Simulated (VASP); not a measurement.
# AlN (Fm-3m) in VASP: a series of runs, part 2 of 4

VASP 6.6.1. The steps go on from the part before.

### 3 G0W0 quasiparticle levels, PBE

POSCAR

```
AlN
1.0
    0.0000000000      2.0345180000      2.0345180000
    2.0345180000      0.0000000000      2.0345180000
    2.0345180000      2.0345180000      0.0000000000
Al N
1 1
Direct
    0.5000000000      0.5000000000      0.5000000000
    0.0000000000      0.0000000000      0.0000000000
```

INCAR.step1

```
SYSTEM = AlN
PREC = Accurate ; ENCUT = 450
EDIFF = 1E-8 ; ISMEAR = 0
SIGMA = 0.01 ; LREAL = .False.
LASPH = .True. ; NELM = 60
ALGO = Fast ; LWAVE = .True.
LCHARG = .False. ; GGA = PE
```

INCAR.step2

```
SYSTEM = AlN
PREC = Accurate ; ENCUT = 450
EDIFF = 1E-8 ; ISMEAR = 0
SIGMA = 0.01 ; LREAL = .False.
LASPH = .True. ; NELM = 1
ALGO = Exact ; LWAVE = .True.
LCHARG = .False. ; GGA = PE
NBANDS = 24 ; LOPTICS = .True.
ISTART = 1
```

INCAR.step3

```
SYSTEM = AlN
PREC = Accurate ; ENCUT = 450
EDIFF = 1E-8 ; ISMEAR = 0
SIGMA = 0.01 ; LREAL = .False.
LASPH = .True. ; ALGO = EVGW0
LWAVE = .False. ; LCHARG = .False.
GGA = PE ; NELMGW = 1
NBANDS = 24 ; ENCUTGW = 100
NOMEGA = 48 ; PRECFOCK = Fast
ISTART = 1 ; NBANDSGW = 12
```

KPOINTS

```
regular mesh
0
Gamma
  2 2 2
  0 0 0
```

Potentials or basis: VASP PAW PBE potentials, release 64 (Al_GW, N_GW).

Launch:

```console
> cat potpaw_PBE.64/Al_GW/POTCAR potpaw_PBE.64/N_GW/POTCAR > POTCAR
> cp INCAR.step1 INCAR
> mpirun -np 1 vasp_std > vasp.out
> cp INCAR.step2 INCAR
> mpirun -np 1 vasp_std > vasp.out
> cp INCAR.step3 INCAR
> mpirun -np 1 vasp_std > vasp.out
```

OUTCAR:

```text
SYSTEM = AlN
   PREC = Accurate
   ENCUT = 450
   EDIFF = 1E-8
   ISMEAR = 0
   LREAL = .False.
   LASPH = .True.
   GGA = PE
   NELMGW = 1
   ENCUTGW = 100
   PRECFOCK = Fast
   ISTART = 1

 Found      3 irreducible k-points:

 Following reciprocal coordinates:
            Coordinates               Weight
  0.000000  0.000000  0.000000      1.000000
  0.500000  0.000000  0.000000      4.000000
  0.500000  0.500000  0.000000      3.000000
   k-points           NKPTS =      3   k-points in BZ     NKDIM =      8   number of bands    NBANDS=     24
   number of dos      NEDOS =    301   number of ions     NIONS =      2
   total plane-waves  NPLWV =   8000
   dimension x,y,z NGX =    20 NGY =   20 NGZ =   20
   dimension x,y,z NGXF=    40 NGYF=   40 NGZF=   40
   ions per type =               1   1
   NGX,Y,Z   is equivalent  to a cutoff of  11.56, 11.56, 11.56 a.u.
   NGXF,Y,Z  is equivalent  to a cutoff of  23.11, 23.11, 23.11 a.u.
 SYSTEM =  AlN
   PREC   = accura    normal or accurate (medium, high low for compatibility)
   ISTART =      1    job   : 0-new  1-cont  2-samecut
   ICHARG =      0    charge: 1-file 2-atom 10-const
   ISPIN  =      1    spin polarized calculation?
   LNONCOLLINEAR =      F non collinear calculations
   LSORBIT =      F    spin-orbit coupling
   LASPH  =      T    aspherical Exc in radial PAW
   ENCUT  =  450.0 eV  33.07 Ry    5.75 a.u.   4.98  4.98  4.98*2*pi/ulx,y,z
   NELM   =     60;   NELMIN=  2; NELMDL=  0     # of ELM steps
   EDIFF  = 0.1E-07   stopping-criterion for ELM
   LREAL  =      F    real-space projection
   EDIFFG = 0.1E-06   stopping-criterion for IOM
   NSW    =      0    number of steps for IOM
   IBRION =     -1    ionic relax: 0-MD 1-quasi-New 2-CG
   NFREE  =      0    steps in history (QN), initial steepest desc. (CG)
   ISIF   =      0    stress and relaxation
   ISYM   =      3    0-nonsym 1-usesym 2-fastsym
   POTIM  = 0.5000    time-step for ionic-motion
   TEBEG  =    0.0;   TEEND  =   0.0 temperature during run
   PSTRESS=    0.0 pullay stress
   NELECT =       8.0000    total number of electrons
   NUPDOWN=      -1.0000    fix difference up-down
   EMIN   =  10.00;   EMAX   =-10.00  energy-range for DOS
   EFERMI =   0.00;   METHOD = LEGACY
   ISMEAR =     0;   SIGMA  =   0.01  broadening in eV -4-tet -1-fermi 0-gaus
   EFERMI_NEDOS =   21; number of points for ismear=-14 and -15
   IALGO  =     38    algorithm
   IMIX   =      4    mixing-type and parameters
     AMIX     =   0.40;   BMIX     =  1.00
     AMIX_MAG =   1.60;   BMIX_MAG =  1.00
  volume/ion in A,a.u.               =       8.42        56.83
  Fermi-wavevector in a.u.,A,eV,Ry     =   1.277321  2.413786 22.198561  1.631548
  Thomas-Fermi vector in A             =   2.409927
   LORBIT       =      0    0 simple, 1 ext, 2 COOP (PROOUT), +10 PAW based schemes
   GGA     = PE    functional components
   LHFCALC =     T    Hartree Fock is set to
   PRECFOCK=fast      Normal, Fast or Accurate (Low or Medium for compatibility)
   ENCUT4O =  -1.0   cutoff for four orbital integrals eV
   NKREDX  =     1    reduce k-point grid by
   NKREDY  =     1    reduce k-point grid by
   NKREDZ  =     1    reduce k-point grid by
   AEXX    =    1.0000 exact exchange contribution
   HFSCREEN=    0.0000 screening length (either q_TF or 0.3 A-1)
   HFSCREENC=   0.0000 screening length for correlation (either q_TF or 0.3 A-1)
   ENCUTFOCK=  -1.0 apply spherical cutoff to Coloumb kernel
   IVDW    =     0    specifies the selected vdW correction
   LEPSILON=     F    determine dielectric tensor
   LRPA    =     F    only Hartree local field effects (RPA)
   LRPAFORCE           =     F    calculate RPA forces
   ENCUTGW             = 100.0    cutoff for response function in eV
   ENCUTGWSOFT         =  80.0    soft cutoff for Coulomb kernel in GW response function in eV
   ENCUTLF             =  -1.0    cutoff for local field effects
   NELMGW              =     1    number of iterations in solving QP/BSE equation
   NELMHF              =     1    number of iterations in the inner HF iteration
   NKREDLFX            =     1    NKREDLFY  =   1   NKREDLFZ  =   1
 non-spin polarized calculation
 Gauss-broadening in eV      SIGMA  =   0.01
  energy-cutoff  :      450.00
  volume of cell :       16.84
 maximum number of plane-waves:       368
 NGX is ok and might be reduce to    20
  NGX = 12; NGY = 12; NGZ = 12
   NGX =  9   NGY =  9   NGZ =  9
 maximum number of plane-waves:        51
 NGX is ok and might be reduce to    10

 QP shifts <psi_nk| G(iteration)W_0 |psi_nk>: iteration 1
 for sc-GW calculations column KS-energies equals QP-energies in previous step
 and V_xc(KS)=  KS-energies - (<T + V_ion + V_H > + <T+V_H+V_ion>^1  + <V_x>^1)

 k-point   1 :       0.0000    0.0000    0.0000
  band No.  KS-energies  QP-energies   sigma(KS)   V_xc(KS)     V^pw_x(r,r')   Z            occupation Imag(sigma)

      1      -8.5244      -9.9637     -16.6046     -14.4522     -24.4363       0.6687       2.0000       1.0656
      2       9.1211       9.0562     -17.3983     -17.3165     -22.2178       0.7933       2.0000       0.1824
      3       9.1211       9.0562     -17.3983     -17.3165     -22.2178       0.7933       2.0000       0.1824
      4       9.1211       9.0562     -17.3983     -17.3165     -22.2178       0.7933       2.0000       0.1824
      5      14.3344      15.5034     -13.1292     -14.6026      -7.8314       0.7934       0.0000      -0.1598
      6      20.6004      21.4528      -9.4270     -10.4679      -3.9543       0.8189       0.0000      -0.1749
      7      20.6004      21.4528      -9.4270     -10.4679      -3.9543       0.8189       0.0000      -0.1749
      8      20.6004      21.4528      -9.4270     -10.4679      -3.9543       0.8189       0.0000      -0.1749
      9      25.7490      25.7977      -9.0316      -9.0953      -2.1919       0.7632       0.0000      -0.6723
     10      26.1206      27.4772      -9.7932     -11.4464      -4.3472       0.8207       0.0000      -0.2516
     11      26.1206      27.4772      -9.7932     -11.4464      -4.3472       0.8207       0.0000      -0.2516
     12      26.9951      28.0541      -9.6946     -11.0441      -2.7579       0.7847       0.0000      -0.6546

 k-point   2 :       0.5000    0.0000    0.0000
  band No.  KS-energies  QP-energies   sigma(KS)   V_xc(KS)     V^pw_x(r,r')   Z            occupation Imag(sigma)

      1      -5.1964      -6.6161     -17.9019     -16.1194     -25.4649       0.7965       2.0000       1.3298
      2       0.5334      -0.3660     -14.0227     -12.8700     -18.9060       0.7802       2.0000       0.2363
      3       8.0204       7.7817     -16.9391     -16.6376     -21.7773       0.7916       2.0000       0.1671
      4       8.0204       7.7817     -16.9391     -16.6376     -21.7773       0.7916       2.0000       0.1671
      5      14.7343      15.5515     -11.1724     -12.1835      -5.9133       0.8082       0.0000      -0.1489
      6      19.2956      20.2598      -9.5892     -10.7830      -4.1482       0.8077       0.0000      -0.1625
      7      19.2956      20.2598      -9.5892     -10.7830      -4.1482       0.8077       0.0000      -0.1625
      8      22.0885      23.9447     -13.9069     -16.2426      -8.1146       0.7947       0.0000      -0.3920
      9      24.3588      24.8895      -9.2027      -9.8988      -2.4927       0.7624       0.0000      -0.4933
     10      29.0330      30.2312      -9.8345     -11.3256      -3.2239       0.8036       0.0000      -0.7503
     11      29.0330      30.2312      -9.8345     -11.3256      -3.2239       0.8036       0.0000      -0.7503
     12      36.1834      37.0939     -10.2543     -11.4457      -3.1059       0.7642       0.0000      -1.1140

 k-point   3 :       0.5000    0.5000    0.0000
  band No.  KS-energies  QP-energies   sigma(KS)   V_xc(KS)     V^pw_x(r,r')   Z            occupation Imag(sigma)

      1      -4.1760      -5.3418     -18.2807     -16.8139     -25.9504       0.7948       2.0000       1.3120
      2       1.5012       0.6246     -14.3131     -13.2077     -19.2039       0.7929       2.0000       0.2098
      3       6.1921       5.7196     -16.0043     -15.4161     -20.8178       0.8033       2.0000       0.1746
      4       6.1921       5.7196     -16.0043     -15.4161     -20.8178       0.8033       2.0000       0.1746
      5      12.9249      13.7679     -10.1653     -11.1933      -5.0942       0.8201       0.0000      -0.1459
      6      13.8632      14.3408      -9.3380      -9.9196      -4.1730       0.8213       0.0000      -0.1407
      7      22.9272      24.6515     -13.8319     -16.0442      -7.9716       0.7794       0.0000      -0.3677
      8      25.7420      27.2947     -11.8691     -13.8738      -5.3577       0.7745       0.0000      -0.5516
      9      25.7420      27.2947     -11.8691     -13.8738      -5.3577       0.7745       0.0000      -0.5516
     10      31.3880      33.0848      -9.8154     -11.9070      -4.1280       0.8112       0.0000      -0.3622
     11      34.2533      35.6854     -11.0644     -12.9262      -3.9808       0.7692       0.0000      -0.9356
     12      35.6564      36.6144      -8.6612      -9.8956      -1.7031       0.7762       0.0000      -0.9193
```

It took 7.4 s on 1 thread of Intel Xeon Platinum 8488C (Sapphire Rapids), shared host; peak memory 0.12 GiB.

These settings aren't checked as converged: the numbers below hold their error.

Results:

| Quantity | Value |
| --- | --- |
| Band gap on the k mesh, mean-field level | 3.80 eV, indirect (least direct gap 5.21 eV) |
| Quasiparticle gap | 4.71 eV |
| Least direct quasiparticle gap | 6.45 eV |

Caveat: the k mesh is coarse (spacing up to 1.34 Å⁻¹), so the values aren't converged; bands, screening cutoff and mesh are small and nothing is extrapolated, so the quasiparticle values aren't converged.

(Continued in part 3 of 4.)
